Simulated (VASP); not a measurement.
# FeGe23 (a cell with a defect) in VASP: further runs, part 3 of 3

VASP 6.6.1. The steps go on from the part before.

## 4. Single point, PBEsol+U, collinear spin, ferromagnetic start

Input file INCAR:

```
PREC = Accurate
ENCUT = 350
EDIFF = 1E-5
ISMEAR = 0
SIGMA = 0.03
LREAL = Auto
LASPH = T
NELM = 120
ALGO = Normal
ISIF = 2
LWAVE = F
LCHARG = F
ISPIN = 2
MAGMOM = 4 0 0 0 0 0 0 0 0 0 0 0 0 0 0 0 0 0 0 0 0 0 0 0
LORBIT = 11
LMAXMIX = 4
LDAU = T
LDAUTYPE = 2
LDAUL = 2 -1
LDAUU = 4 0
LDAUJ = 0 0
LDAUPRINT = 1
GGA = PS
NBANDS = 187
ISYM = 0
KPAR = 2
```

Input file KPOINTS:

```
regular mesh
0
Gamma
  2 2 2
```

Input file POSCAR:

```
FeGe23                                  
1.0
    0.0000000000      8.4863100000      8.4863100000
    5.6575400000      0.0000000000      5.6575400000
    5.6575400000      5.6575400000      0.0000000000
  Fe              Ge            
     1    23
Direct
     0.0006749096371668    0.9985583130437391    0.9987569310150324
     0.0000436866515569    0.0001601418294640    0.5007389849664717
     0.9995335959595906    0.4995831589831696    0.0012663209634163
     0.0004422889639222    0.4988302787066791    0.4984851145480858
     0.3307895818850873    0.0033081762838480    0.0006612186453900
     0.3329989092059434    0.0033864306124324    0.4960220761132703
     0.3326301538573361    0.4987025395965899    0.0010925977486590
     0.3315470440243607    0.5029894060247093    0.5004578535375875
     0.6693430074616202    0.0017451478622986    0.9999779218083186
     0.6644675814475794    0.0043266845286774    0.4983380543443714
     0.6643076045950453    0.5006594393932160    0.0019581771629977
     0.6669134298052476    0.5015461259716050    0.5001964740506331
     0.0818695873369280    0.1242585305653107    0.1254905399648559
     0.0840852205492577    0.1234461073283036    0.6288500161809839
     0.0837548214336224    0.6286971921390113    0.1231866327149172
     0.0815523186206613    0.6251377864738843    0.6262236261643410
     0.4208849069842643    0.1236919764678606    0.1209729252729608
     0.4150822180246120    0.1271713958539016    0.6253724160177208
     0.4149088334724231    0.6281218417789076    0.1244929970657300
     0.4169306158043536    0.6269967912209023    0.6247265997738921
     0.7548920972697186    0.1261319609909688    0.1236605018475015
     0.7502097275922744    0.1256545273174644    0.6248713732377154
     0.7496474195378510    0.6265961129301780    0.1244075381944324
     0.7500364398795842    0.6278229340968877    0.6255141086607110
```

Launch:

```bash
$ cat potpaw_PBE.64/Fe/POTCAR potpaw_PBE.64/Ge_d/POTCAR > POTCAR
$ mpirun -np 4 vasp_std > vasp.out
```

Run time: 13 min. Hardware: 4 MPI ranks of Intel Xeon 6975P-C (Granite Rapids), shared host; peak memory 0.6 GiB.

It converged, with:

```
Free energy                                           : -116.7056 eV
Largest force                                         : 0.260 eV/Å
Band gap on the k mesh                                : none (metal or under the smearing width)
Net moment                                            : 2.75 μB per cell
Site moments                                          : Fe +2.96; Ge -0.00, +0.00, -0.01, -0.06, -0.05 μB
Valence electrons inside the program's atomic spheres : Fe 7.05; Ge 12.39, 12.41, 12.40, 12.42
```

Forces in eV/Å, atoms in the order of the input:
```
Fe   0.157  0.066  0.072
Ge   0.004  0.012 -0.132
Ge   0.000 -0.138  0.023
Ge   0.259  0.013  0.013
Ge  -0.019  0.039  0.035
Ge  -0.021  0.085  0.023
Ge  -0.026  0.029  0.082
Ge  -0.098  0.049  0.044
Ge  -0.010  0.076  0.074
Ge  -0.050  0.076  0.037
Ge  -0.046  0.035  0.065
Ge  -0.086  0.060  0.062
Ge  -0.148 -0.035 -0.023
Ge  -0.137  0.031  0.011
Ge  -0.132  0.013  0.037
Ge   0.008  0.018  0.033
Ge   0.032 -0.110 -0.119
Ge   0.094 -0.041 -0.044
Ge   0.096 -0.038 -0.045
Ge   0.040 -0.068 -0.068
Ge  -0.141  0.026  0.021
Ge   0.077 -0.064 -0.070
Ge   0.072 -0.063 -0.057
Ge   0.076 -0.072 -0.075
```

Levels at points of the mesh, in eV from the Fermi level:
Spin up:
| k point | band 163 | band 164 | band 165 | band 166 | band 167 | band 168 | band 169 | band 170 |
| --- | --- | --- | --- | --- | --- | --- | --- | --- |
| (0.00, 0.00, 0.00) | -0.63 | -0.17 | -0.13 | 0.40 | 0.57 | 0.71 | 0.74 | 0.76 |
| (0.50, 0.00, 0.00) | -0.68 | -0.56 | -0.10 | -0.09 | 0.54 | 0.67 | 0.81 | 0.85 |
| (0.00, 0.50, 0.00) | -1.06 | -0.87 | -0.54 | -0.49 | 0.25 | 0.47 | 0.97 | 1.26 |
| (0.00, 0.00, 0.50) | -1.06 | -0.87 | -0.54 | -0.49 | 0.25 | 0.47 | 0.98 | 1.26 |
| (0.50, 0.00, 0.50) | -1.26 | -1.22 | -1.04 | -0.68 | -0.38 | 0.33 | 1.69 | 1.71 |
| (0.50, 0.50, 0.00) | -1.26 | -1.22 | -1.04 | -0.68 | -0.38 | 0.33 | 1.68 | 1.71 |
| (0.00, 0.50, 0.50) | -1.14 | -1.12 | -1.01 | -0.45 | -0.14 | 0.47 | 1.35 | 1.44 |
| (0.50, 0.50, 0.50) | -1.12 | -0.99 | -0.79 | -0.75 | -0.15 | 0.24 | 1.66 | 1.79 |
Spin down:
| k point | band 160 | band 161 | band 162 | band 163 | band 164 | band 165 | band 166 | band 167 | band 168 | band 169 |
| --- | --- | --- | --- | --- | --- | --- | --- | --- | --- | --- |
| (0.00, 0.00, 0.00) | -0.74 | -0.09 | -0.07 | 0.07 | 0.40 | 0.60 | 0.70 | 0.73 | 0.77 | 1.03 |
| (0.50, 0.00, 0.00) | -0.66 | -0.63 | -0.10 | -0.09 | 0.47 | 0.66 | 0.69 | 0.86 | 0.96 | 1.18 |
| (0.00, 0.50, 0.00) | -1.00 | -0.67 | -0.49 | -0.41 | -0.23 | 0.81 | 0.97 | 1.19 | 1.35 | 1.51 |
| (0.00, 0.00, 0.50) | -1.00 | -0.67 | -0.49 | -0.40 | -0.23 | 0.81 | 0.97 | 1.19 | 1.34 | 1.51 |
| (0.50, 0.00, 0.50) | -1.13 | -0.97 | -0.89 | -0.73 | -0.43 | 0.73 | 1.23 | 1.59 | 1.70 | 1.72 |
| (0.50, 0.50, 0.00) | -1.13 | -0.98 | -0.89 | -0.73 | -0.44 | 0.73 | 1.23 | 1.58 | 1.70 | 1.72 |
| (0.00, 0.50, 0.50) | -1.19 | -1.00 | -0.76 | -0.48 | -0.20 | 0.86 | 1.15 | 1.31 | 1.46 | 1.59 |
| (0.50, 0.50, 0.50) | -1.00 | -0.81 | -0.74 | -0.70 | -0.47 | 0.67 | 1.21 | 1.67 | 1.70 | 1.89 |

Eigenvalues of the final occupation matrices:
```
    site  spin  trace               eigenvalues
site 1 d     1   4.58  0.89 0.89 0.92 0.93 0.93
site 1 d     2   1.66  0.02 0.02 0.16 0.73 0.74
```

Caveat: the k mesh is coarse (spacing up to 0.48 Å⁻¹), so the values aren't converged; the PAW data sets were made with another functional, which shifts forces and pressure a little; the U is typed as a test and isn't derived for this compound. The state reached can hang on the start; a lower one may exist.

## 5. Summary

```csv
task,spin,fixed moment (μB),cell,moment (μB),largest force (eV/Å)
relaxation of the atoms,"collinear, zero start",0,"atoms relaxed from: atoms moved at random, drawn with an rms of 0.05 Å",0.00,0.03
relaxation of the atoms,"collinear, ferromagnetic start",4,"atoms relaxed from: atoms moved at random, drawn with an rms of 0.05 Å",4.00,0.02
single point,"collinear, ferromagnetic start",-,as given,2.75,0.26
```

Alike in all rows: level PBEsol+U; potentials or basis VASP PAW PBE potentials, release 64 (Fe, Ge_d); Fe d U = 4 eV; k mesh 2 × 2 × 2; cutoff (eV) 350; smearing gaussian 0.03 eV; the mesh is coarse, so values aren't converged.

Caveats: all runs use coarse meshes; the PAW data sets were made with another functional, which shifts forces and pressure a little; the U is typed as a test and isn't derived for this compound; the total moment is fixed, so each spin has its own Fermi level (some runs).

Total energies depend on the potentials used, so only differences within one code and one set of settings carry meaning.
